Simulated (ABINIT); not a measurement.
Write the native input for ABINIT 10.8.3 (patched build) that does the following.

| Item | Value |
| --- | --- |
| Task | equation of state |
| Functional | PBE |
| Potentials or basis | JTH PAW PBE v2.0 |
| Cutoff | 463 eV |
| k mesh | 13 × 13 × 13 |
| Occupations | fermi-dirac, width 0.05 eV |
| Spin | collinear spin, ferromagnetic start |
| Starting moments | [3.0] μB |
| Fine-grid cutoff | 925.187 eV |
| Exchange and correlation inside the PAW spheres | full angular mesh (pawxcdev 0, this build's default; the released program takes 1) |

Fe:

```xyz
1
Lattice="-1.4430 1.4430 1.4430 1.4430 -1.4430 1.4430 1.4430 1.4430 -1.4430" Properties=species:S:1:pos:R:3 pbc="T T T"
Fe    0.0000    0.0000    0.0000
```

One way to write it, as run:

run.abi

```
ndtset 7
getwfk -1
scalecart1 3*0.9795861087
scalecart2 3*0.9864848297
scalecart3 3*0.9932883884
scalecart4 3*1.0000000000
scalecart5 3*1.0066227096
scalecart6 3*1.0131594038
scalecart7 3*1.0196128224

pp_dirpath "./"
pseudos "Fe.GGA_PBE-JTH.xml"

acell 4.7230856957 4.7230856957 4.7230856957
rprim
    -0.5773502692     0.5773502692     0.5773502692
     0.5773502692    -0.5773502692     0.5773502692
     0.5773502692     0.5773502692    -0.5773502692
ntypat 1
znucl 26
natom 1
typat 1
xred
     0.0000000000     0.0000000000     0.0000000000

ecut 17.0
pawecutdg 34.0

kptopt 1
ngkpt 13 13 13
nshiftk 1
shiftk 0.0 0.0 0.0

ixc 11

nband 13
occopt 3
tsmear 0.05 eV

nsppol 2
spinat
     0.0000000000     0.0000000000     3.0000000000

nstep 100
tolvrs 1.0e-9

iomode 3
prtwf 1
prtden 0
prteig 0
prtebands 0
enunit 2
```

Potentials or basis: JTH PAW PBE v2.0.

The run is started by

```sh
$ abinit run.abi > log 2>&1
```

Results of the run:

| Item | Value |
| --- | --- |
| Equilibrium volume | 11.25 Å³/atom (rough: see the caveat) |
| Bulk modulus | 195 GPa (rough) |

Caveat: the cutoff is too short for stress, so the log's stress isn't used; pressures at fixed basis lie under the slope of the energies; the fit is doubtful: noisy points or a state that changes with volume; the minimum lies outside the volumes run.

Wall time 97 s on 1 thread of Arm Neoverse V2 (shared host), peak memory 0.14 GiB.
